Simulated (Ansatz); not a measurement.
## A series in volume per atom on Sb

Results calculated with Ansatz 0.2.0, not measured. Periodic Kohn-Sham DFT of a crystal at fixed atoms; pressure and stress are positive in compression; the energy is the free energy less that of spherical unpolarised free atoms; site moments are those in the method's own spheres, positive along +z.

Cell of the first row (space group Fm-3m, No. 225):
```
cell vectors (Å)
   0.0000     2.2579     2.2579
   2.2579     0.0000     2.2579
   2.2579     2.2579     0.0000
atoms (fractions of the cell vectors)
Sb  0.00000  0.00000  0.00000
```

Settings of every row: method frozen-core PAW; functional PBEsol; relativity scalar; k mesh 12x12x12; filling fermi-dirac; smearing width 0.05 eV; wave cutoff 420 eV; paw set soft_2.

Atom start moment: 0 on all atoms.

Limits: PAW files made with PBE; no spin-orbit coupling on heavy atoms.

| row | volume per atom (Å³) | pressure (GPa) |
| --- | --- | --- |
| 1 | 23.023 | 11.419 |
| 2 | 23.268 | 10.217 |
| 3 | 23.513 | 9.082 |
| 4 | 24.003 | 7.003 |
| 5 | 24.248 | 6.053 |
| 6 | 24.493 | ? |
| 7 | 24.738 | 4.318 |
| 8 | 24.983 | 3.527 |
| 9 | 25.473 | 2.074 |
| 10 | 25.718 | 1.403 |
| 11 | 25.963 | 0.762 |

Question: what pressure should row 6 give?

Worked fit of pressure. Take u = (V_r/V)^(2/3) − 1 with V_r = 24.493 Å³ an atom, which is twice the finite (Eulerian) strain; such expansions in the strain, on which the Birch-Murnaghan equation of state is built, carry the rest volume and the bulk modulus. The shown rows have u = 0.04213, 0.0348, 0.0276, 0.01356, 0.00672, -0.00661, -0.01312, -0.02582, -0.03201, -0.03811. Least squares give pressure = 5.1633 + 129.969 × u + 410.67 × u² + 727 × u³ GPa; a parabola predicts inner rows, each left out in turn, worse (root mean square 0.01 against 0.0045 GPa). The rows lie off it by -0.003, 0.003, 0.003, 0.000, -0.002, -0.004, 0.000, 0.005, 0.003, -0.004 (root mean square 0.0031 GPa). The withheld row has u = 0, so the fit gives 5.1633 + 129.969 × (0) + 410.67 × (0)² + 727 × (0)³ = 5.163 GPa.

The calculation gave 5.159 GPa. The fit lies 0.004 GPa (0.038 % of the column's range) above it; its largest miss of a shown row is 0.005 GPa.
